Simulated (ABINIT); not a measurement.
# Hf: single point with LDA

The system is Hf.

```
CELL_PARAMETERS angstrom
-1.80500 1.80500 1.80500
1.80500 -1.80500 1.80500
1.80500 1.80500 -1.80500
ATOMIC_POSITIONS crystal
Hf 0.00000 0.00000 0.00000
```

This isn't the form of Hf at room conditions, which is hcp.

```json
{
  "Program": "ABINIT 10.8.3 (patched build)",
  "Task": "single point",
  "Functional": "LDA",
  "Potentials or basis": "HGH LDA semicore",
  "Cutoff": "1034 eV",
  "k mesh": "8 × 8 × 8",
  "Occupations": "fermi-dirac, width 0.05 eV",
  "Spin": "no spin polarisation"
}
```

```json
{
 "Band gap on the k mesh": "none (metal or under the smearing width)",
 "Valence electrons inside the program's atomic spheres": "Hf 8.44 (radii [1.0584] Å)"
}
```

Levels at points of the mesh, in eV from the Fermi level:
```tsv
k point	band 4	band 5	band 6	band 7	band 8	band 9
(0.00, 0.00, 0.00)	-30.00	-6.86	1.44	1.44	1.44	4.11
(0.50, 0.00, 0.00)	-30.00	-3.21	-0.44	0.92	3.89	4.86
(0.50, 0.50, 0.50)	-30.46	-2.33	-2.33	6.43	6.43	6.43
```

Wall time 7.6 s on 1 thread of Intel(R) Xeon(R) 6975P-C (Granite Rapids) (shared host), peak memory 0.06 GiB.

Caveat: HGH potentials are hard and often keep d shells in the core, so these values are rough. The run has no spin-orbit coupling, so splittings on Hf are missing.
